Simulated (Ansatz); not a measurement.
**Relativistic treatment of Tc**

```yaml
crystal:
  lattice:
    - [0.00000, 1.95000, 1.95000]
    - [1.95000, 0.00000, 1.95000]
    - [1.95000, 1.95000, 0.00000]
  atoms:
    - { symbol: Tc, position: [0.00000, 0.00000, 0.00000] }
```

The cell comes from COD entry 1534910, which wasn't checked; take it as a given geometry.

One fixed cell is solved with PBE by LAPW (all electrons) in Ansatz 0.2.0 under different relativistic treatments. Pressure is positive in compression.

Sampling and basis: a Γ-centred 18×18×18 k mesh, Fermi–Dirac smearing of 0.03 eV, basis error target 0.25 meV/atom, no spin polarisation.

```tsv
setting	P (GPa)
scalar-relativistic	-6.22
non-relativistic	?
with spin–orbit coupling	?
scalar-relativistic, inner shells corrected to Dirac	-6.20
```

(1) What belongs in the row "non-relativistic", column "P (GPa)"?

(2) Fill in "P (GPa)" for the row "with spin–orbit coupling".

Results:

(1) -0.83.

(2) -6.08.
